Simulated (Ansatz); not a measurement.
# W: properties at the relaxed cell

The task here is to estimate one member of a computed series from the others.

Computed with Ansatz 0.2.0 (DFT PBE, scalar-relativistic, plane waves, PAW, unless a step's input says otherwise).

1 further run of the same task is left out (set aside as unsound or not needed).

### Starting point

The structure is cubic, space group Im-3m (No. 229). Conventional cell: a = 3.184 Å, b = 3.184 Å, c = 3.184 Å, α = 90.00°, β = 90.00°, γ = 90.00°. W (site symmetry m-3m) is surrounded by 8 W at 2.76 Å.

Coordinates:

```cif
data_structure
_symmetry_space_group_name_H-M 'Im-3m'
_symmetry_Int_Tables_number 229
_cell_length_a 3.1836
_cell_length_b 3.1836
_cell_length_c 3.1836
_cell_angle_alpha 90.000
_cell_angle_beta 90.000
_cell_angle_gamma 90.000
_cell_volume 32.27
loop_
_atom_site_label
_atom_site_type_symbol
_atom_site_symmetry_multiplicity
_atom_site_Wyckoff_symbol
_atom_site_fract_x
_atom_site_fract_y
_atom_site_fract_z
_atom_site_occupancy
W1 W 2 a 0.00000 0.00000 0.00000 1
```

This cell was relaxed beforehand with the same method: volume 16.13 Å³/atom, gap on the mesh none (metal).

Set-up of the first run:

input.yaml

```yaml
crystal:
  lattice:
    - [-1.5917776926, 1.5917776926, 1.5917776926]
    - [1.5917776926, -1.5917776926, 1.5917776926]
    - [1.5917776926, 1.5917776926, -1.5917776926]
  atoms:
    - { symbol: W, position: [0.0, 0.0, 0.0] }
basis:
  ecutwfc: 420
kpoints:
  mp_grid: { grid: [18, 18, 18] }
  band_path:
    path:
      - [[0.0, 0.0, 0.0], [0.5, -0.5, 0.5], [0.0, 0.0, 0.5], [0.0, 0.0, 0.0], [0.25, 0.25, 0.25], [0.5, -0.5, 0.5]]
      - [[0.25, 0.25, 0.25], [0.0, 0.0, 0.5]]
    npoints: 14
hamiltonian:
  xc: pbe
scf:
  occupations: { method: gaussian, width: 0.1 }
  n_extra_bands: 6
output:
  forces: true
  stress: true
  eigenvalues: true
  populations: true
  dos: { projected: true, de: 0.02, nscf_kmesh: { grid: [27, 27, 27] } }
  bader: true
```

Started as:

```sh
> ansatz run input.yaml --threads 1 --pin off --max-ram 2560MiB --backend cpu --events-out ev --progress --plain --runs-dir out
```

Among the steps run: Bands, states and charges; Point at V/V0 = 0.97; Point at V/V0 = 1.03; The cell scaled to 0.94 of its volume; The cell scaled to 1.06 of its volume.

One table of the session follows, with a row left open; its other results are not shown here.

It belongs to the step «Energy against volume». 

```
volume (Å³/atom)  energy above the lowest point (meV/atom)  pressure (GPa)
          15.165                                      61.7           21.56
          15.649                                         ?               ?
          16.133                                       0.0            0.00
          16.617                                      13.2           -8.45
          17.101                                      50.0          -15.63
```

Estimate the missing values for volume (Å³/atom) = 15.649.

Worked estimate for «energy above the lowest point (meV/atom)». A straight line through the neighbours (15.165, 61.7) and (16.133, 0.0) gives 61.7 + (0.0 − 61.7) × (15.649 − 15.165) / (16.133 − 15.165) = 30.9; a parabola fitted to 3 rows on both sides gives 16.2.

**Answer.** energy above the lowest point (meV/atom): 14.5; pressure (GPa): 9.93. In «energy above the lowest point (meV/atom)» the line misses by +16.4 and the parabola by +1.7.
